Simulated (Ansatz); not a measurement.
Here is an Ansatz 0.2.0 calculation.

input.yaml

```yaml
crystal:
  lattice:
    - [3.1795331, 0.0, 0.0]
    - [-1.58976655, 2.75355644, 0.0]
    - [0.0, 0.0, 4.43149073]
  atoms:
    - { symbol: Cu, position: [0.0, 0.0, 0.0] }
    - { symbol: Cu, position: [0.0, 0.0, 0.5] }
    - { symbol: O, position: [0.3333333333, 0.6666666667, 0.25] }
    - { symbol: O, position: [0.6666666667, 0.3333333333, 0.75] }
hamiltonian:
  xc: lda
  pseudopotentials: { kind: paw }
  hubbard: { sites: [{ species: Cu, l: d, u_eff: 3.0 }] }
kpoints:
  mp_grid: { grid: [10, 10, 6] }
scf:
  occupations: { method: fermi_dirac, width: 0.05 }
  n_extra_bands: 10
output:
  forces: true
  stress: true
  eigenvalues: true
  dos: { projected: true, de: 0.05, nscf_kmesh: { grid: [15, 15, 9] } }
```

Potentials or basis: Ansatz PAW.

The run is started by

```console
$ ansatz run input.yaml --threads 2 --pin off --max-ram 5632MiB --backend cpu --events-out ev --progress --plain --runs-dir out
```

**Question.** Estimate the density of states at the Fermi level.

**Answer.** 3.48 states/eV per cell.

**Question.** Estimate the pressure.

**Answer.** -8.5 GPa.

States per cell in windows of 0.5 eV (zero at the Fermi level; states under -8 eV left out):
```csv
from (eV),total,Cu 3d,O 2p,Cu 4s,O 2s
-8.0,0.00,0.00,0.00,0.00,0.00
-7.5,0.10,0.03,0.05,0.02,0.00
-7.0,0.73,0.20,0.38,0.13,0.01
-6.5,1.49,0.41,0.90,0.16,0.01
-6.0,1.62,0.65,0.86,0.09,0.01
-5.5,1.95,0.99,0.88,0.05,0.01
-5.0,2.41,1.36,0.98,0.04,0.01
-4.5,3.39,1.80,1.51,0.02,0.01
-4.0,1.47,0.85,0.59,0.01,0.00
-3.5,1.39,1.25,0.13,0.01,0.00
-3.0,4.41,3.99,0.34,0.05,0.01
-2.5,3.67,3.07,0.50,0.04,0.04
-2.0,2.51,1.79,0.61,0.03,0.05
-1.5,2.03,1.21,0.71,0.03,0.05
-1.0,1.41,0.71,0.63,0.02,0.02
-0.5,1.61,0.71,0.86,0.01,0.01
0.0,1.80,0.73,1.04,0.01,0.00
0.5,0.01,0.00,0.01,0.00,0.00
1.0,0.00,0.00,0.00,0.00,0.00
1.5,0.00,0.00,0.00,0.00,0.00
2.0,0.02,0.00,0.00,0.01,0.01
2.5,0.04,0.00,0.01,0.02,0.01
3.0,0.06,0.00,0.01,0.03,0.01
3.5,0.09,0.00,0.02,0.04,0.02
4.0,0.13,0.00,0.03,0.07,0.02
4.5,0.18,0.00,0.04,0.10,0.03
5.0,0.28,0.01,0.07,0.16,0.03
5.5,0.45,0.01,0.09,0.25,0.03
6.0,0.75,0.01,0.13,0.44,0.03
6.5,0.79,0.01,0.15,0.46,0.02
7.0,0.69,0.00,0.12,0.39,0.01
7.5,0.32,0.00,0.03,0.12,0.00
```

Caveat: the pressure holds a Pulay correction of +1.0 GPa for the finite cutoff; the run has no spin polarisation, though such a crystal can be magnetic; U without spin polarisation on a metal has little footing; the PAW data sets come from PBE, with cores solved anew for the run's functional, which leaves a small shift of forces and pressure.
